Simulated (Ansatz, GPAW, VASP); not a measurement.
InAs: 5 runs at one level of theory

```
CELL_PARAMETERS angstrom
0.00000 3.01800 3.01800
3.01800 0.00000 3.01800
3.01800 3.01800 0.00000
ATOMIC_POSITIONS crystal
In 0.00000 0.00000 0.00000
As 0.75000 0.75000 0.75000
```

Alike in all runs: task band structure; functional PBE; k mesh 6 × 6 × 6; occupations fermi-dirac, width 0.05 eV; no spin polarisation; no spin-orbit coupling. Pressure is positive in compression and, in plane waves, holds the error of the finite cutoff, which Ansatz's Pulay term estimates and takes out.

```csv
program and potentials,plane-wave cutoff (eV),notes,pressure (GPa)
"Ansatz, Ansatz PAW",420,14 valence electrons an atom on average; Pulay term of +0.03 GPa included,4.36
"Ansatz, all-electron LAPW, scalar-relativistic",-,-,4.37
"GPAW, PAW data sets generated for this functional",600,9 valence electrons an atom on average,4.11
"VASP, PBE PAW files As, In_d, 520 eV",520,9 valence electrons an atom on average,4.42
"GPAW, GPAW PAW data sets (gpaw-data 1.2.1)",600,9 valence electrons an atom on average,4.11
```

The pressure spans 4.11 (GPAW, GPAW PAW data sets (gpaw-data 1.2.1)) to 4.42 GPa (VASP, PBE PAW files As, In_d, 520 eV), with all-electron results at 4.37.

Differences between rows come from potentials, basis sets and numerical settings, since the functional is the same but for its coding. Runs on potential files found faulty are left out.
